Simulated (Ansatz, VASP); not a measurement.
# One calculation of Ti, two programs

```
CELL_PARAMETERS angstrom
0.00000 2.87339 2.87339
2.87339 0.00000 2.87339
2.87339 2.87339 0.00000
ATOMIC_POSITIONS crystal
Ti 0.12500 0.12500 0.12500
Ti 0.87500 0.87500 0.87500
```

Alike in both runs: task single point; functional PBEsol; k mesh 11 × 11 × 11; occupations fermi-dirac, width 0.1 eV; no spin polarisation.

```csv
,VASP,Ansatz
version,VASP 6.6.1,Ansatz 0.2.0
potentials or method,"VASP PAW PBE potentials, release 64 (Ti_sv)","plane waves (420 eV) with PAW, scalar-relativistic"
plane-wave cutoff (eV),520,420
valence electrons in the cell,24,24
```

```csv
,VASP,Ansatz,Ansatz less VASP
pressure (GPa),-3.3,-3.3,-0.02
```

Ansatz warned: «pseudo_functional_mismatch».

Caveats: the PAW data sets were made with another functional, which shifts forces and pressure a little (VASP).
